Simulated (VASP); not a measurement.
A run of VASP 6.6.1:

The input INCAR:

```
  PREC = Accurate
  ENCUT = 520
  EDIFF = 1E-6
  ISMEAR = -5
  SIGMA = 0.1
  LREAL = F
  LASPH = T
  NELM = 150
  ALGO = Normal
  ISIF = 2
  LWAVE = F
  LCHARG = T
  ISPIN = 2
  MAGMOM = 2 0
  LORBIT = 11
  LMAXMIX = 4
  GGA = RP
  LELF = T
  LVHAR = T
  NBANDS = 18
```

File KPOINTS:

```
Automatic mesh
0
Gamma
  10 10 10
```

POSCAR

```
CoO
1.0
    1.6022198417      0.9250420569      2.5664708903
   -1.6022198417      0.9250420569      2.5664708903
    0.0000000000     -1.8500841138      2.5664708903
Co O
1 1
Direct
    0.9989783200      0.9989783200      0.9989783200
    0.7510210300      0.7510210300      0.7510210300
```

Potentials or basis: VASP PAW PBE potentials, release 64 (Co, O).

Launch:

```console
$ cat potpaw_PBE.64/Co/POTCAR potpaw_PBE.64/O/POTCAR > POTCAR
$ mpirun -np 1 vasp_std > vasp.out
```

Hardware: 1 thread of Intel(R) Xeon(R) 6975P-C (Granite Rapids), with other jobs on the host.

Estimate the wall time of this run.

Wall time 37 s on 1 thread of Intel(R) Xeon(R) 6975P-C (Granite Rapids), with other jobs on the host, peak memory 0.19 GiB. Counts: scf iterations 18, k points 116.
